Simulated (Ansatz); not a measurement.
**CuO (Tenorite) under changes of volume**

One of the cells (10.135 Å³/atom); the others are scaled copies at fixed shape and fractional positions:

```
Cu O
1.0
     2.34185   -1.71130    0.00000
     2.34185    1.71130    0.00000
    -0.85003    0.00000    5.05787
Cu O
2 2
Cartesian
  0.7459 -0.8557 2.5289
  1.1709 0.8557 0.0000
  1.7043 0.2793 3.7934
  2.1293 -0.2793 1.2645
```

- Program: Ansatz 0.2.0
- Functional: LDA
- Potentials or basis: all-electron LAPW, scalar-relativistic
- Cutoff: 406 eV (chosen from the basis error)
- Basis error allowed: 0.002 eV/atom
- k mesh: 10 × 10 × 5
- Occupations: fermi-dirac, width 0.05 eV
- Spin: no spin polarisation

```csv
volume (Å³/atom),energy over the lowest point (meV/atom),pressure (GPa),largest force (eV/Å)
9.527,?,?,?
9.730,0.00,-2.1,0.335
9.932,5.22,-6.0,0.403
10.135,15.09,-9.5,0.464
10.338,29.04,-12.5,0.521
10.540,46.68,-15.2,0.573
10.743,67.57,-17.7,0.620
```

**Question.** What does the run at 9.527 Å³/atom give?

**Answer.** Energy over the lowest point 0.01 meV/atom; pressure 2.3 GPa; largest force 0.261 eV/Å.

Worked out: A Birch-Murnaghan fit of order 3 (a polynomial in V^(-2/3)) to the other rows has its minimum at 9.63 Å³/atom, just outside them, with B0 = V·E''(V) = 207 GPa and B' = 4.5 at fixed shape and positions, which overstates the stiffness. It gives -0.04 meV/atom at 9.527 Å³/atom, against the run's 0.01, and -dE/dV = 2.2 GPa, against 2.3.

Energies are extrapolated to zero smearing.

Caveats: the run has no spin polarisation, though such a crystal can be magnetic.
